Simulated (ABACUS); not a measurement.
# Si (P-1) in ABACUS: convergence with smearing sigma

Aim: find how far smearing sigma must go before the results for Si settle, at PBE. This setting moves, with any that are tied to it; all else stays.

Program: ABACUS 3.10.1. These are calculated values, not measurements. Logs are shortened: lines on timing, memory, paths and dates and some standing lists are left out, and cuts for length are marked.

## 1. The cell of the first run

The typed cell holds 2 atoms: a = 3.849 Å, b = 3.849 Å, c = 3.849 Å, α = 60.00°, β = 60.00°, γ = 60.00°.

The cell isn't the ideal one: atoms moved at random.

## 2. With smearing sigma 0.02 Ry

The input, INPUT:

```
INPUT_PARAMETERS
suffix              Si
calculation         scf
basis_type          lcao
pseudo_dir          ./
orbital_dir         ./
symmetry            1
dft_functional      pbe
ecutwfc             100
pseudo_rcut         7
nspin               1
nbands              8
ks_solver           genelpa
smearing_method     mp
smearing_sigma      0.02
scf_thr             1e-07
scf_nmax            100
mixing_type         broyden
mixing_beta         0.7
cal_force           1
cal_stress          1
out_mul             1
```

The input, STRU:

```
ATOMIC_SPECIES
Si 28.0850 Si_ONCV_PBE-1.2.upf

NUMERICAL_ORBITAL
Si_confined-atom_7au_3s3p2d1f.orb

LATTICE_CONSTANT
1.8897261246

LATTICE_VECTORS
0.0000000000 2.7218511865 2.7218511865
2.7218511865 0.0000000000 2.7218511865
2.7218511865 2.7218511865 0.0000000000

ATOMIC_POSITIONS
Direct

Si
0.0
2
0.4977770000 0.5188440000 0.5135360000 1 1 1
0.7614490000 0.7460530000 0.7702830000 1 1 1
```

The input, KPT:

```
K_POINTS
0
Gamma
6 6 6 0 0 0
```

Potentials or basis: SG15 ONCV 1.2 PBE, TZDP LCAO (the cutoffs set its grid).

Command:

```bash
OMP_NUM_THREADS=1 mpirun -np 4 abacus > log
```

running log:

```text
ABACUS v3.10.1

               Atomic-orbital Based Ab-initio Computation at UStc

 ------------------------------------------------------------------------------------

 READING GENERAL INFORMATION
                           global_out_dir = OUT.Si/
                           global_in_card = INPUT
                               pseudo_dir = ./
                              orbital_dir = ./
                                    DSIZE = 4
                                    GSIZE = 1

 READING UNITCELL INFORMATION
                                    ntype = 1
                  lattice constant (Bohr) = 1.88973
              lattice constant (Angstrom) = 1

 READING ATOM TYPE 1
                               atom label = Si
                      L=0, number of zeta = 3
                      L=1, number of zeta = 3
                      L=2, number of zeta = 2
                      L=3, number of zeta = 1
             number of atom for this type = 2

                        TOTAL ATOM NUMBER = 2
DIRECT COORDINATES
    atom                   x                   y                   z     mag                  vx                  vy                  vz
taud_Si1            0.4977770000        0.5188440000        0.5135360000  0.0000        0.0000000000        0.0000000000        0.0000000000
taud_Si2            0.7614490000        0.7460530000        0.7702830000  0.0000        0.0000000000        0.0000000000        0.0000000000

                          Volume (Bohr^3) = 272.157
                             Volume (A^3) = 40.3295

 Lattice vectors: (Cartesian coordinate: in unit of a_0)
                   +0            +2.72185            +2.72185
             +2.72185                  +0            +2.72185
             +2.72185            +2.72185                  +0
 Reciprocal vectors: (Cartesian coordinate: in unit of 2 pi/a_0)
            -0.183699           +0.183699           +0.183699
            +0.183699           -0.183699           +0.183699
            +0.183699           +0.183699           -0.183699
 The esolver type has been set to : ksdft_lcao

                PAO radial cut off (Bohr) = 7

 Read in pseudopotential file is Si_ONCV_PBE-1.2.upf
                     pseudopotential type = NC
          exchange-correlation functional = PBE
                 nonlocal core correction = 0
                        valence electrons = 4
                                     lmax = 1
                           number of zeta = 0
                     number of projectors = 4
                           L of projector = 0
                           L of projector = 0
                           L of projector = 1
                           L of projector = 1
     initial pseudo atomic orbital number = 0

 SETUP THE ELECTRONS NUMBER
            electron number of element Si = 4
      total electron number of element Si = 8
            AUTOSET number of electrons:  = 8
                           occupied bands = 4
[... 158 lines left out ...]
                  longest orb rcut (Bohr) = 7
   longest nonlocal projector rcut (Bohr) = 3.64
                     search radius (Bohr) = 21.3
              searching radius is (Bohr)) = 21.3
         searching radius unit is (Bohr)) = 1.89
                         PeriodicBoundary = 1
                        Radius(unit:lat0) = 11.3
                                   glayer = [ 5, 5, 5 ]
                             glayer_minus = [ 4, 4, 4 ]

Find the coordinate range of the input atom(unit:lat0).
                                  min_tau = [ -19, -19, -19 ]
                                  max_tau = [ 25.9, 25.9, 25.9 ]
                                BoxNumber = [ 9, 9, 9 ]

 SETUP EXTENDED REAL SPACE GRID FOR GRID INTEGRATION
                          real space grid = [ 48, 48, 48 ]
                 big cell numbers in grid = [ 12, 12, 12 ]
             meshcell numbers in big cell = [ 4, 4, 4 ]
                        extended fft grid = [ 15, 15, 15 ]
                dimension of extened grid = [ 43, 43, 43 ]
                            UnitCellTotal = 125
              Atom number in sub-FFT-grid = 2
    Local orbitals number in sub-FFT-grid = 58
                                ParaV.nnr = 69385
                                 init_chg = atomic

 LCAO ALGORITHM --------------- ION=   1  ELEC=   1--------------------------------

 Density error is 0.152750064664
----------------------------------------------------------
     Energy           Rydberg                 eV
----------------------------------------------------------
 E_KohnSham     -15.7581374001       -214.4004585077
 E_Harris       -15.5695068603       -211.8340083504
 E_Fermi        0.4687045151         6.3770520841
----------------------------------------------------------
[... 69 lines left out ...]
 Density error is 4.76596702666e-08
----------------------------------------------------------
     Energy           Rydberg                 eV
----------------------------------------------------------
 E_KohnSham     -15.7592719312       -214.4158945962
 E_KS(sigma->0) -15.7593039771       -214.4163306033
 E_Harris       -15.7592719862       -214.4158953438
 E_band         0.6557435499         8.9218487055
 E_one_elec     4.6916454886         63.8331116406
 E_Hartree      1.1094273599         15.0945336120
 E_xc           -4.8083648342        -65.4211598086
 E_Ewald        -16.7520760832       -227.9236880613
 E_entropy(-TS) 0.0000961377         0.0013080211
 E_descf        0.0000000000         0.0000000000
 E_exx          0.0000000000         0.0000000000
 E_Fermi        0.4890008302         6.6531976169
----------------------------------------------------------

 charge density convergence is achieved
 final etot is -214.4158946 eV
 EFERMI = 6.6531976169 eV

 STATE ENERGY(eV) AND OCCUPATIONS    NSPIN == 1
 1/112 kpoint (Cartesian) = 0.0000 0.0000 0.0000 (1168 pws)
       1       -5.72848     0.00925926
       2        5.87533     0.00926112
       3        6.05118     0.00929440
       4        6.56809     0.00695253
       5        8.47559   -5.80503e-22
       6        8.75360   -2.68604e-28
       7        8.86602   -4.05369e-31
       8        9.39733   -1.79500e-46
[... 41 lines left out ...]
 6/112 kpoint (Cartesian) = 0.0000 0.0000 0.061233 (1147 pws)
       1       -5.27945      0.0185185
       2        4.03862      0.0185185
       3        4.91158      0.0185185
       4        5.10996      0.0185185
       5        7.83838   -1.24614e-10
       6        10.3708   -6.21650e-83
       7        10.4771   -1.27562e-87
       8        10.4986   -1.37929e-88

[... levels at 106 further k points ...]

 correction force for each atom along direction 1 is 1.45368e-07
 correction force for each atom along direction 2 is 1.67241e-07
 correction force for each atom along direction 3 is -6.88077e-08
------------------------------------------------------------------------------------------
 TOTAL-FORCE (eV/Angstrom)
------------------------------------------------------------------------------------------
                       Si1        -0.5369837960         0.7065245135        -0.2452679182
                       Si2         0.5369837960        -0.7065245135         0.2452679182
------------------------------------------------------------------------------------------

----------------------------------------------------------------
 TOTAL-STRESS (KBAR)
----------------------------------------------------------------
        19.4279433611         7.9317207835       -21.5740562342
         7.9317207835        18.5186742389        16.4870901539
       -21.5740562342        16.4870901539        20.4362272126
----------------------------------------------------------------
 TOTAL-PRESSURE: 19.460948 KBAR

 --------------------------------------------
 !FINAL_ETOT_IS -214.4158945962125529 eV
 --------------------------------------------
```

mulliken.txt:

```text
 0
CALCULATE THE MULLIkEN ANALYSIS FOR EACH ATOM
 Total charge:	8
Decomposed Mulliken populations
0                             Zeta of Si              Spin 1
s                                      0              1.5636
[... 79 lines left out ...]
SUM OVER M+Zeta                                       0.3473

fz^3                                   0              0.0094
fxz^2                                  0              0.0138
fyz^2                                  0              0.0138
fzx^2-zy^2                             0              0.0166
fxyz                                   0              0.0032
fx^3-3*xy^2                            0              0.0120
f3yx^2-y^3                             0              0.0120
SUM OVER M                                            0.0807
SUM OVER M+Zeta                                       0.0807

SUM OVER M+Zeta+L                                     4.0000

Total Charge on atom:                 Si              4.0000
```

Wall time 15 s (4 MPI ranks of Intel Xeon Platinum 8375C at 2.90GHz (Ice Lake), shared host); peak memory 0.44 GiB.

What came out:

| Quantity | Value |
| --- | --- |
| Free energy | -214.4159 eV |
| Pressure | 1.9 GPa |
| Largest force | 0.921 eV/Å |
| Band gap on the k mesh | 0.17 eV, indirect (least direct gap 1.91 eV) |

## 3. With smearing sigma 0.015 Ry

INPUT: that of step 2 with these lines changed.

```diff
@@ -14,3 +14,3 @@
 smearing_method     mp
-smearing_sigma      0.02
+smearing_sigma      0.015
 scf_thr             1e-07
```

STRU is that of step 2.

KPT is that of step 2.

Potentials or basis: SG15 ONCV 1.2 PBE, TZDP LCAO (the cutoffs set its grid).

Command:

```bash
OMP_NUM_THREADS=1 mpirun -np 4 abacus > log
```

Wall time 15 s (4 MPI ranks of Intel Xeon Platinum 8375C at 2.90GHz (Ice Lake), shared host); peak memory 0.44 GiB.

Results:

| Quantity | Value |
| --- | --- |
| Free energy | -214.4162 eV |
| Pressure | 2.0 GPa |
| Largest force | 0.926 eV/Å |
| Band gap on the k mesh | 0.17 eV, indirect (least direct gap 1.91 eV) |

## 4. With smearing sigma 0.01 Ry

INPUT: that of step 3 with these lines changed.

```diff
@@ -14,3 +14,3 @@
 smearing_method     mp
-smearing_sigma      0.015
+smearing_sigma      0.01
 scf_thr             1e-07
```

STRU is that of step 3.

KPT is that of step 3.

Command:

```bash
OMP_NUM_THREADS=1 mpirun -np 4 abacus > log
```

It took 15 s on 4 MPI ranks of Intel Xeon Platinum 8375C at 2.90GHz (Ice Lake), shared host; peak memory 0.44 GiB.

Results:

| Property | Result |
| --- | --- |
| Free energy | -214.4164 eV |
| Pressure | 2.0 GPa |
| Largest force | 0.935 eV/Å |
| Band gap on the k mesh | 0.17 eV, indirect (least direct gap 1.90 eV) |

## 5. With smearing sigma 0.007 Ry

INPUT: that of step 4 with these lines changed.

```diff
@@ -14,3 +14,3 @@
 smearing_method     mp
-smearing_sigma      0.01
+smearing_sigma      0.007
 scf_thr             1e-07
```

STRU is that of step 4.

KPT is that of step 4.

Command:

```bash
OMP_NUM_THREADS=1 mpirun -np 4 abacus > log
```

Wall time 16 s (4 MPI ranks of Intel Xeon Platinum 8375C at 2.90GHz (Ice Lake), shared host); peak memory 0.44 GiB.

Results:

* Free energy: -214.4165 eV
* Pressure: 2.0 GPa
* Largest force: 0.940 eV/Å
* Band gap on the k mesh: 0.17 eV, indirect (least direct gap 1.90 eV)

## 6. With smearing sigma 0.005 Ry

INPUT: that of step 5 with these lines changed.

```diff
@@ -14,3 +14,3 @@
 smearing_method     mp
-smearing_sigma      0.007
+smearing_sigma      0.005
 scf_thr             1e-07
```

STRU is that of step 5.

KPT is that of step 5.

Potentials or basis: SG15 ONCV 1.2 PBE, TZDP LCAO (the cutoffs set its grid).

Command:

```bash
OMP_NUM_THREADS=1 mpirun -np 4 abacus > log
```

It took 15 s on 4 MPI ranks of Intel Xeon Platinum 8375C at 2.90GHz (Ice Lake), shared host; peak memory 0.44 GiB.

It converged, with:

- Free energy: -214.4166 eV
- Pressure: 2.0 GPa
- Largest force: 0.939 eV/Å
- Band gap on the k mesh: 0.17 eV, indirect (least direct gap 1.90 eV)

## 7. With smearing sigma 0.003 Ry

INPUT: that of step 6 with these lines changed.

```diff
@@ -14,3 +14,3 @@
 smearing_method     mp
-smearing_sigma      0.005
+smearing_sigma      0.003
 scf_thr             1e-07
```

STRU is that of step 6.

KPT is that of step 6.

Command:

```bash
OMP_NUM_THREADS=1 mpirun -np 4 abacus > log
```

Wall time 15 s (4 MPI ranks of Intel Xeon Platinum 8375C at 2.90GHz (Ice Lake), shared host); peak memory 0.44 GiB.

The run converged. Its results:

| Property | Result |
| --- | --- |
| Free energy | -214.4166 eV |
| Pressure | 2.0 GPa |
| Largest force | 0.938 eV/Å |
| Band gap on the k mesh | 0.17 eV, indirect (least direct gap 1.90 eV) |

## 8. With smearing sigma 0.002 Ry

INPUT: that of step 7 with these lines changed.

```diff
@@ -14,3 +14,3 @@
 smearing_method     mp
-smearing_sigma      0.003
+smearing_sigma      0.002
 scf_thr             1e-07
```

STRU is that of step 7.

KPT is that of step 7.

Command:

```bash
OMP_NUM_THREADS=1 mpirun -np 4 abacus > log
```

Wall time 15 s (4 MPI ranks of Intel Xeon Platinum 8375C at 2.90GHz (Ice Lake), shared host); peak memory 0.44 GiB.

It converged, with:

| Quantity | Value |
| --- | --- |
| Free energy | -214.4166 eV |
| Pressure | 2.0 GPa |
| Largest force | 0.938 eV/Å |
| Band gap on the k mesh | 0.17 eV, indirect (least direct gap 1.90 eV) |

## 9. With smearing sigma 0.001 Ry

INPUT: that of step 8 with these lines changed.

```diff
@@ -14,3 +14,3 @@
 smearing_method     mp
-smearing_sigma      0.002
+smearing_sigma      0.001
 scf_thr             1e-07
```

STRU is that of step 8.

KPT is that of step 8.

Potentials or basis: SG15 ONCV 1.2 PBE, TZDP LCAO (the cutoffs set its grid).

Command:

```bash
OMP_NUM_THREADS=1 mpirun -np 4 abacus > log
```

Wall time 15 s (4 MPI ranks of Intel Xeon Platinum 8375C at 2.90GHz (Ice Lake), shared host); peak memory 0.44 GiB.

The run converged. Its results:

| Quantity | Value |
| --- | --- |
| Free energy | -214.4166 eV |
| Pressure | 2.0 GPa |
| Largest force | 0.938 eV/Å |
| Band gap on the k mesh | 0.17 eV, indirect (least direct gap 1.90 eV) |

## 10. The series at a glance

| smearing sigma | energy less the tightest run, at zero smearing (meV/atom) | largest force (eV/Å) | gap on the mesh (eV) | SCF cycles | CPU time (s) |
| --- | --- | --- | --- | --- | --- |
| 0.02 Ry | 0.15 | 0.921 | 0.173 | 8 | 57 |
| 0.015 Ry | 0.11 | 0.926 | 0.172 | 8 | 56 |
| 0.01 Ry | 0.02 | 0.935 | 0.170 | 8 | 57 |
| 0.007 Ry | 0.00 | 0.940 | 0.169 | 8 | 61 |
| 0.005 Ry | 0.00 | 0.939 | 0.169 | 8 | 57 |
| 0.003 Ry | 0.00 | 0.938 | 0.169 | 8 | 58 |
| 0.002 Ry | 0.00 | 0.938 | 0.169 | 8 | 59 |
| 0.001 Ry | 0.00 | 0.938 | 0.169 | 8 | 56 |

Against the tightest run, the energy stays within 1 meV/atom from 0.02 Ry on; the largest force stays within 0.005 eV/Å from 0.01 Ry on; the gap on the mesh stays within 0.01 eV from 0.02 Ry on. The tightest run that finished is the yardstick and may itself not be fully converged.

Caveats: the atomic orbitals were generated for these runs and aren't a published set; the basis of atomic orbitals isn't converged, which shifts pressures, moduli and gaps.
